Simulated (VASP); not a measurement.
# Zn (Im-3m) in VASP: settings compared, part 2 of 3

VASP 6.6.1. Earlier steps stand in the parts before.

## Step 4: Optical spectrum, RPBE (volume scaled by 0.96)

INCAR

```
SYSTEM = Zn
PREC = Accurate
ENCUT = 520
EDIFF = 1E-7
ISMEAR = 1
SIGMA = 0.2
LREAL = .FALSE.
LASPH = .TRUE.
NELM = 60
ALGO = Normal
ISIF = 2
LWAVE = .FALSE.
LCHARG = .FALSE.
GGA = RP
LOPTICS = .TRUE.
NBANDS = 36
NEDOS = 2000
CSHIFT = 0.05
```

Zn.cif

```cif
data_Zn
_cell_length_a 3.09566240
_cell_length_b 3.09566240
_cell_length_c 3.09566240
_cell_angle_alpha 90.00000000
_cell_angle_beta 90.00000000
_cell_angle_gamma 90.00000000
_space_group_name_H-M_alt 'Im-3m'
_space_group_name_Hall '-I 4 2 3'
_space_group_IT_number 229
loop_
_space_group_symop_operation_xyz
'x,y,z'
'-x,-y,-z'
'-y,x,z'
'y,-x,-z'
'-x,-y,z'
'x,y,-z'
'y,-x,z'
'-y,x,-z'
'x,-y,-z'
'-x,y,z'
'-y,-x,-z'
'y,x,z'
'-x,y,-z'
'x,-y,z'
'y,x,-z'
'-y,-x,z'
'z,x,y'
'-z,-x,-y'
'z,-y,x'
'-z,y,-x'
'z,-x,-y'
'-z,x,y'
'z,y,-x'
'-z,-y,x'
'-z,x,-y'
'z,-x,y'
'-z,-y,-x'
'z,y,x'
'-z,-x,y'
'z,x,-y'
'-z,y,x'
'z,-y,-x'
'y,z,x'
'-y,-z,-x'
'x,z,-y'
'-x,-z,y'
'-y,z,-x'
'y,-z,x'
'-x,z,y'
'x,-z,-y'
'-y,-z,x'
'y,z,-x'
'-x,-z,-y'
'x,z,y'
'y,-z,-x'
'-y,z,x'
'x,-z,y'
'-x,z,-y'
'x+1/2,y+1/2,z+1/2'
'-x+1/2,-y+1/2,-z+1/2'
'-y+1/2,x+1/2,z+1/2'
'y+1/2,-x+1/2,-z+1/2'
'-x+1/2,-y+1/2,z+1/2'
'x+1/2,y+1/2,-z+1/2'
'y+1/2,-x+1/2,z+1/2'
'-y+1/2,x+1/2,-z+1/2'
'x+1/2,-y+1/2,-z+1/2'
'-x+1/2,y+1/2,z+1/2'
'-y+1/2,-x+1/2,-z+1/2'
'y+1/2,x+1/2,z+1/2'
'-x+1/2,y+1/2,-z+1/2'
'x+1/2,-y+1/2,z+1/2'
'y+1/2,x+1/2,-z+1/2'
'-y+1/2,-x+1/2,z+1/2'
'z+1/2,x+1/2,y+1/2'
'-z+1/2,-x+1/2,-y+1/2'
'z+1/2,-y+1/2,x+1/2'
'-z+1/2,y+1/2,-x+1/2'
'z+1/2,-x+1/2,-y+1/2'
'-z+1/2,x+1/2,y+1/2'
'z+1/2,y+1/2,-x+1/2'
'-z+1/2,-y+1/2,x+1/2'
'-z+1/2,x+1/2,-y+1/2'
'z+1/2,-x+1/2,y+1/2'
'-z+1/2,-y+1/2,-x+1/2'
'z+1/2,y+1/2,x+1/2'
'-z+1/2,-x+1/2,y+1/2'
'z+1/2,x+1/2,-y+1/2'
'-z+1/2,y+1/2,x+1/2'
'z+1/2,-y+1/2,-x+1/2'
'y+1/2,z+1/2,x+1/2'
'-y+1/2,-z+1/2,-x+1/2'
'x+1/2,z+1/2,-y+1/2'
'-x+1/2,-z+1/2,y+1/2'
'-y+1/2,z+1/2,-x+1/2'
'y+1/2,-z+1/2,x+1/2'
'-x+1/2,z+1/2,y+1/2'
'x+1/2,-z+1/2,-y+1/2'
'-y+1/2,-z+1/2,x+1/2'
'y+1/2,z+1/2,-x+1/2'
'-x+1/2,-z+1/2,-y+1/2'
'x+1/2,z+1/2,y+1/2'
'y+1/2,-z+1/2,-x+1/2'
'-y+1/2,z+1/2,x+1/2'
'x+1/2,-z+1/2,y+1/2'
'-x+1/2,z+1/2,-y+1/2'
loop_
_atom_site_label
_atom_site_type_symbol
_atom_site_symmetry_multiplicity
_atom_site_Wyckoff_symbol
_atom_site_fract_x
_atom_site_fract_y
_atom_site_fract_z
_atom_site_occupancy
Zn1 Zn 2 a 0.0000000000 0.0000000000 0.0000000000 1
```

KPOINTS

```
regular mesh
0
G
  9 9 9
  0 0 0
```

POSCAR

```
Zn
 1.0000000000000000
     3.0956624000000001    0.0000000000000000    0.0000000000000000
     0.0000000000000000    3.0956624000000001    0.0000000000000000
     0.0000000000000000    0.0000000000000000    3.0956624000000001
 Zn 
   2
Cartesian
  0.0000000000000000  0.0000000000000000  0.0000000000000000
  1.5478312000000001  1.5478312000000001  1.5478312000000001
```

Potentials or basis: VASP PAW PBE potentials, release 64 (Zn).

Command:

```sh
$ ase convert -i cif -o vasp Zn.cif POSCAR
$ cat potpaw_PBE.64/Zn/POTCAR > POTCAR
$ mpirun -np 1 vasp_std > vasp.out
```

OUTCAR:

```text
SYSTEM = Zn
   PREC = Accurate
   ENCUT = 520
   EDIFF = 1E-7
   ISMEAR = 1
   LREAL = .FALSE.
   LASPH = .TRUE.
   NELM = 60
   ISIF = 2
   GGA = RP

 ion  position               nearest neighbor table
   1  0.000  0.000  0.000-   2 2.68   2 2.68   2 2.68   2 2.68   2 2.68   2 2.68   2 2.68   2 2.68

   2  0.500  0.500  0.500-   1 2.68   1 2.68   1 2.68   1 2.68   1 2.68   1 2.68   1 2.68   1 2.68

  LATTYP: Found a simple cubic cell.
 ALAT       =     3.0956624000

  Lattice vectors:

 A1 = (   3.0956624000,   0.0000000000,   0.0000000000)
 A2 = (   0.0000000000,   3.0956624000,   0.0000000000)
 A3 = (   0.0000000000,   0.0000000000,   3.0956624000)

Analysis of symmetry for initial positions (statically):
=====================================================================
 Subroutine PRICEL returns following result:

  LATTYP: Found a body centered cubic cell.
 ALAT       =     3.0956624000

  Lattice vectors:

 A1 = (   1.5478312000,   1.5478312000,  -1.5478312000)
 A2 = (  -1.5478312000,   1.5478312000,   1.5478312000)
 A3 = (   1.5478312000,  -1.5478312000,   1.5478312000)

   2 primitive cells build up your supercell.

 Routine SETGRP: Setting up the symmetry group for a
 simple cubic supercell.

 Subroutine GETGRP returns: Found 48 space group operations
 (whereof 48 operations were pure point group operations)
 out of a pool of 48 trial point group operations.

The static configuration has the point symmetry O_h .

Analysis of symmetry for dynamics (positions and initial velocities):
=====================================================================
 Subroutine PRICEL returns following result:

  LATTYP: Found a body centered cubic cell.
 ALAT       =     3.0956624000

  Lattice vectors:

 A1 = (   1.5478312000,   1.5478312000,  -1.5478312000)
 A2 = (  -1.5478312000,   1.5478312000,   1.5478312000)
 A3 = (   1.5478312000,  -1.5478312000,   1.5478312000)

   2 primitive cells build up your supercell.

 Routine SETGRP: Setting up the symmetry group for a
 simple cubic supercell.

 Subroutine GETGRP returns: Found 48 space group operations
 (whereof 48 operations were pure point group operations)
 out of a pool of 48 trial point group operations.

The dynamic configuration has the point symmetry O_h .

 Subroutine INISYM returns: Found 48 space group operations
 (whereof 48 operations are pure point group operations),
 and found     2 'primitive' translations
[... 139 lines left out ...]
  free energy    TOTEN  =        -1.27793192 eV

  energy without entropy =       -1.28031089  energy(sigma->0) =       -1.27872491

 E-fermi :   3.6578     XC(G=0): -11.5643

 val. band max:        3.6484600078   @ k =   0.2222   0.1111   0.1111
 cond. band min:       3.7954144783   @ k =   0.3333   0.3333   0.2222
 fundamental gap:      0.1469544705
 Fermi energy:         3.6578401234

 k-point     1 :       0.0000    0.0000    0.0000
  band No.  band energies     occupation
      1      -7.1294      2.00000
      2      -4.9357      2.00000
      3      -4.9357      2.00000
      4      -4.3319      2.00000
      5      -4.3319      2.00000
      6      -4.3319      2.00000
[... 637 lines left out ...]
     23      26.3472      0.00000
     24      27.3638      0.00000

 [... further k-points ...]

 [bands above 24 left out]

------------------------ aborting loop because EDIFF is reached ----------------------------------------

  FORCE on cell =-STRESS in cart. coord.  units (eV):
  Direction    XX          YY          ZZ          XY          YZ          ZX
  --------------------------------------------------------------------------------------
  -------------------------------------------------------------------------------------
  Total        1.0948313      1.0948313      1.0948313      0.0000000      0.0000000      0.0000000
  in kB       59.1285176     59.1285176     59.1285176      0.0000000      0.0000000      0.0000000
  external PRESSURE =      59.1285176 kB  Pullay stress =       0.0000000 kB

 VOLUME and BASIS-vectors are now :
 -----------------------------------------------------------------------------
  energy-cutoff  :      520.00
  volume of cell :       29.67
      direct lattice vectors                 reciprocal lattice vectors
     3.095662400  0.000000000  0.000000000     0.323032641  0.000000000  0.000000000
     0.000000000  3.095662400  0.000000000     0.000000000  0.323032641  0.000000000
     0.000000000  0.000000000  3.095662400     0.000000000  0.000000000  0.323032641

 POSITION                                       TOTAL-FORCE (eV/Angst)
 -----------------------------------------------------------------------------------
      0.00000      0.00000      0.00000        -0.000000     -0.000000     -0.000000
      1.54783      1.54783      1.54783         0.000000      0.000000      0.000000
 -----------------------------------------------------------------------------------
    total drift:                                0.000000      0.000000     -0.000000

  FREE ENERGIE OF THE ION-ELECTRON SYSTEM (eV)
  ---------------------------------------------------
  free  energy   TOTEN  =        -1.2779319226 eV

  energy  without entropy=       -1.2803108937  energy(sigma->0) =       -1.27872491

 electrical conductivity sigma (Mega S m-1) (frequency dependency in vasprun.xml)
  --------------------------------------------------------------------------------------
       0.187      -0.000       0.000
      -0.000       0.187      -0.000
       0.000      -0.000       0.187

  frequency dependent IMAGINARY DIELECTRIC FUNCTION (independent particle, no local field effects) density-density
     E(ev)      X         Y         Z        XY        YZ        ZX
  --------------------------------------------------------------------------------------------------------------
     0.00000     0.00000     0.00000     0.00000     0.00000     0.00000     0.00000
     0.69508   601.57462   601.57462   601.57462    -0.00000    -0.00000    -0.00000
     1.39016     5.57641     5.57641     5.57641     0.00000     0.00000    -0.00000
     2.08524     1.38531     1.38531     1.38531     0.00000    -0.00000    -0.00000
     2.78031     0.59525     0.59525     0.59525     0.00000    -0.00000    -0.00000
     3.47539     2.16944     2.16944     2.16944     0.00000     0.00000     0.00000
[... 92 lines left out ...]
    68.11770     0.00018     0.00018     0.00018     0.00000    -0.00000    -0.00000
    68.81278     0.00017     0.00017     0.00017     0.00000    -0.00000    -0.00000

  frequency dependent      REAL DIELECTRIC FUNCTION (independent particle, no local field effects) density-density
     E(ev)        X           Y           Z          XY          YZ          ZX
  --------------------------------------------------------------------------------------------------------------
     0.00000   232.65707   232.65707   232.65707     0.00000    -0.00000    -0.00000
     0.69508   -76.86752   -76.86752   -76.86752     0.00000     0.00000    -0.00000
     1.39016   -62.74273   -62.74273   -62.74273    -0.00000     0.00000     0.00000
     2.08524   -22.69309   -22.69309   -22.69309    -0.00000     0.00000     0.00000
     2.78031   -10.28106   -10.28106   -10.28106    -0.00000     0.00000     0.00000
     3.47539    -1.50610    -1.50610    -1.50610    -0.00000     0.00000     0.00000
[... 92 lines left out ...]
    68.11770     0.90704     0.90704     0.90704    -0.00000     0.00000     0.00000
    68.81278     0.90950     0.90950     0.90950    -0.00000     0.00000     0.00000

  frequency dependent IMAGINARY DIELECTRIC FUNCTION (independent particle, no local field effects) current-current
     E(ev)      X         Y         Z        XY        YZ        ZX
  --------------------------------------------------------------------------------------------------------------
     0.00000   336.24130   336.24130   336.24130    -0.00000    -0.00000     0.00000
     0.69508   554.56608   554.56608   554.56608    -0.00000    -0.00000     0.00000
     1.39016     1.26093     1.26093     1.26093    -0.00000    -0.00000     0.00000
     2.08524     0.25009     0.25009     0.25009    -0.00000    -0.00000     0.00000
     2.78031     0.18886     0.18886     0.18886     0.00000     0.00000     0.00000
     3.47539     2.13814     2.13814     2.13814     0.00000     0.00000     0.00000
[... 92 lines left out ...]
    68.11770     0.00005     0.00005     0.00005    -0.00000    -0.00000    -0.00000
    68.81278     0.00004     0.00004     0.00004    -0.00000    -0.00000    -0.00000

  frequency dependent      REAL DIELECTRIC FUNCTION (independent particle, no local field effects) current-current
     E(ev)        X           Y           Z          XY          YZ          ZX
  --------------------------------------------------------------------------------------------------------------
     0.00000   216.06707   216.06707   216.06707    -0.00000    -0.00000     0.00000
     0.69508  -224.88524  -224.88524  -224.88524     0.00000     0.00000     0.00000
     1.39016   -62.93737   -62.93737   -62.93737     0.00000     0.00000    -0.00000
     2.08524   -22.39344   -22.39344   -22.39344     0.00000     0.00000    -0.00000
     2.78031   -10.09645   -10.09645   -10.09645     0.00000     0.00000    -0.00000
     3.47539    -1.36557    -1.36557    -1.36557     0.00000     0.00000    -0.00000
[... 92 lines left out ...]
    68.11770     0.90738     0.90738     0.90738     0.00000     0.00000    -0.00000
    68.81278     0.90984     0.90984     0.90984     0.00000     0.00000    -0.00000
```

Wall time 22 s (1 thread of AMD EPYC 9R45 (Zen 5), shared host); peak memory 0.14 GiB.

Results:

| Quantity | Value |
| --- | --- |
| Free energy | -1.2779 eV |
| Pressure | 5.9 GPa |
| Band gap on the k mesh | none (metal or under the smearing width) |

Levels at points of the mesh, in eV from the Fermi level:
```
           k point  band 9  band 10  band 11  band 12  band 13  band 14  band 15  band 16
(0.00, 0.00, 0.00)   -7.19    -7.19    -7.19     4.15     4.15     4.15     7.93     8.50
```

Dielectric function (mean over the directions given):
```tsv
energy (eV)	real part	imaginary part
0.70	-76.87	601.57
2.02	-24.73	1.55
2.99	-7.96	0.53
3.96	-7.61	7.51
5.00	-3.38	0.15
5.98	-1.38	0.08
6.95	0.27	0.21
7.99	0.16	0.69
8.97	0.32	0.86
9.94	0.09	1.16
10.98	-0.02	0.97
11.96	0.31	0.71
12.93	0.30	0.59
13.97	0.54	0.79
14.94	0.43	0.57
15.92	0.61	0.39
16.96	0.75	0.47
17.93	0.75	0.46
18.91	0.67	0.54
19.95	0.76	0.63
```

Caveat: spectra need much finer meshes, so this one isn't converged; independent-particle spectra lack excitons; the intraband (Drude) part of a metal's response may be missing; the PAW data sets were made with another functional, which shifts forces and pressure a little.

(Continued in part 3 of 3.)
